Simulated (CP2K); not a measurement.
# AlNi3: equation of state with LDA

Crystal: AlNi3.

```
CELL_PARAMETERS angstrom
3.96247 0.00000 0.00000
1.98123 3.43160 0.00000
1.98123 1.14387 3.23534
ATOMIC_POSITIONS crystal
Ni 0.75000 0.75000 0.75000
Ni 0.00000 0.00000 0.00000
Ni 0.25000 0.25000 0.25000
Al 0.50000 0.50000 0.50000
```

The cell comes from a database or a generator and needn't be the stable form of this composition.

```
Program             : CP2K 2026.2
Task                : equation of state
Functional          : LDA
Potentials or basis : GTH_POTENTIALS Ni GTH-PADE-q18, Al GTH-PADE-q3; TZVP-MOLOPT-SR-GTH, TZVP-MOLOPT-PBE-GTH basis
Density cutoff      : 8163 eV
k mesh              : 8 × 8 × 8
Occupations         : fermi-dirac, width 0.1 eV
Spin                : collinear spin, ferromagnetic start
Starting moments    : [1.0, 1.0, 1.0, 0.0] μB
```

```yaml
Equilibrium_volume: 10.51 Å³/atom
Bulk_modulus: 224 GPa
Pressure_derivative_of_the_bulk_modulus: 4.5
```

Energy against volume, from the lowest point:
```
volume (Å³/atom)  energy (meV/atom)
          10.338               1.96
          10.558               0.00
          10.778               4.36
          10.998              14.28
          11.218              29.26
          11.438              48.65
          11.658              72.04
```

All runs of the series together: 16 min on 3 threads of Arm Neoverse V1, with other jobs on the host.

Caveat: the basis of atomic orbitals isn't converged, which shifts pressures, moduli and gaps.
